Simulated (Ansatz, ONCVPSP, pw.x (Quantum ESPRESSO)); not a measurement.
## cobalt: one change to the ONCV potential, in the atom and in the bcc crystal

ONCVPSP 4.0.1.1 (patched build) input, shortened (lines: element, Z, core and valence counts, functional; n l f; lmax; l rc ep ncon nbas qcut; lloc lpopt rc5 dvloc0; l nproj debl; icmod fcfact rcfact), PBE, scalar-relativistic:

```
  Co 27.00    3    4        4      upf
    1    0    2.00
    2    0    2.00
    2    1    6.00
    3    0    2.00
    3    1    6.00
    3    2    7.00
    4    0    2.00
    2
    0    1.20    0.00    4    9    7.90
    1    1.15    0.00    4    7   10.60
    2    1.40    0.00    4    9   10.00
    4    5    0.75    0.00
    0    2    1.50
    1    2    0.60
    2    1    2.00
    3    1.75    1.50
```

In the p channel the program set the typed energies aside and used -2.412, 0.250 Ha.

Change: local potential polynomial inside 1.10 bohr (lpopt 3, dvloc0 4 Ha).

Cutoffs, loose and tight: the cutoffs (Ha) at which the residual kinetic energy of the hardest occupied pseudo-wave falls to 1 and 0.1 mHa per electron. They do not see the model core or the augmentation charge, which bear on the density cutoff. Test errors are all-electron minus pseudo excitation energies from the reference, over the configurations 3s2 3p6 3d7 4s1; 3s2 3p6 3d7 4s0; 3s2 3p6 3d6 4s0; 3s1 3p6 3d7 4s2; variants that change the core or the reference have their own tests.

Crystal test: bcc Co in pw.x 7.5, no spin, 17³ k-points, Fermi–Dirac smearing 0.01 Ry, cutoffs set for each file from its atomic test. The reference is all-electron LAPW (Ansatz 0.2.0) with the same functional, mesh and smearing; V0 and B0 come from Birch–Murnaghan fits to the pressures at five volumes. Errors are pseudo minus all-electron; Δ is the rms difference of the E(V) curves that follow from these fits, minima aligned, over ±6 % about the mean V0. Mesh and smearing are coarse, so the numbers serve the comparison and aren't converged zero-temperature values; the lattice is a test structure that the element need not adopt. Spin polarisation and strong correlation are left out, which matters for this element.

All-electron: a0 = 2.768 Å (V0 = 10.61 Å³/atom), B0 = 232.6 GPa.

Q: Does the change bring the crystal closer to the all-electron result?

A: The mean pressure error goes from +0.85 to +1.27 GPa, so the change moves the solid further from the all-electron pressures.

| quantity | base | changed |
| --- | --- | --- |
| outcome (atom) | generated, projector energies reset by the program | generated, projector energies reset by the program |
| cutoff, loose (atom) | 44 Ha | 44 Ha |
| cutoff, tight (atom) | 62 Ha | 62 Ha |
| bound ghosts (atom) | none | none |
| largest test error (meV) (atom) | -454 | -473 |
| cutoffs in pw.x (Ry) | 145/580 | 145/580 |
| a0 (Å) | 2.772 | 2.773 |
| a0 error (%) | +0.12 | +0.18 |
| B0 error (%) | -0.6 | -0.7 |
| Δ (meV/atom) | 2.0 | 2.9 |
| mean pressure error (GPa) | +0.85 | +1.27 |
